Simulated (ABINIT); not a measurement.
BN in ABINIT: convergence with cutoff

BN:

```
N B
1.0
     2.55394    0.00000    0.00000
    -1.27697    2.21178    0.00000
     0.00000    0.00000    4.22685
N B
2 2
Direct
  0.33333 0.66667 0.12528
  0.66667 0.33333 0.62528
  0.33333 0.66667 0.49972
  0.66667 0.33333 0.99972
```

Measurements of this composition are mostly on another form, of space group No. 194.

- Program: ABINIT 10.8.3 (patched build)
- Task: single point
- Functional: LDA
- Potentials or basis: JTH PAW LDA v2.0
- Cutoff: 286 eV
- k mesh: 12 × 12 × 6
- Occupations: gaussian, width 0.1 eV
- Spin: no spin polarisation

These are the settings of the first run; the series varies cutoff, with any setting tied to it.

Hardware: 1 thread of Arm Neoverse V2, on a shared host.

Problem. The values tried are 10.5 Ha, 13 Ha, 15.5 Ha, 18 Ha, 22 Ha, 26 Ha, 30 Ha, 35 Ha, 41.5 Ha, loosest first. From which on does the largest force stay within 0.005 eV/Å of the tightest run that finished?

Solution. From 18 Ha on.

| cutoff | energy less the tightest run, at zero smearing (meV/atom) | largest force (eV/Å) | gap on the mesh (eV) | SCF cycles | CPU time (s) | peak memory (GiB) |
| --- | --- | --- | --- | --- | --- | --- |
| 10.5 Ha | 1678.53 | 0.012 | 4.765 | 11 | 6.1 | 0.07 |
| 13 Ha | 763.54 | 0.014 | 4.905 | 10 | 6.9 | 0.08 |
| 15.5 Ha | 297.82 | 0.017 | 4.974 | 9 | 8.7 | 0.08 |
| 18 Ha | 106.92 | 0.023 | 4.977 | 9 | 10 | 0.08 |
| 22 Ha | 20.33 | 0.024 | 4.971 | 10 | 17 | 0.09 |
| 26 Ha | 7.45 | 0.023 | 4.971 | 9 | 19 | 0.09 |
| 30 Ha | 6.86 | 0.023 | 4.971 | 9 | 21 | 0.1 |
| 35 Ha | 4.11 | 0.023 | 4.973 | 10 | 31 | 0.11 |
| 41.5 Ha | 0.00 | 0.023 | 4.973 | 9 | 37 | 0.12 |

Against the tightest run, the gap on the mesh stays within 0.01 eV from 15.5 Ha on. Not settled before the last step: the energy (to 1 meV/atom). The tightest run that finished is the yardstick and may itself not be fully converged.
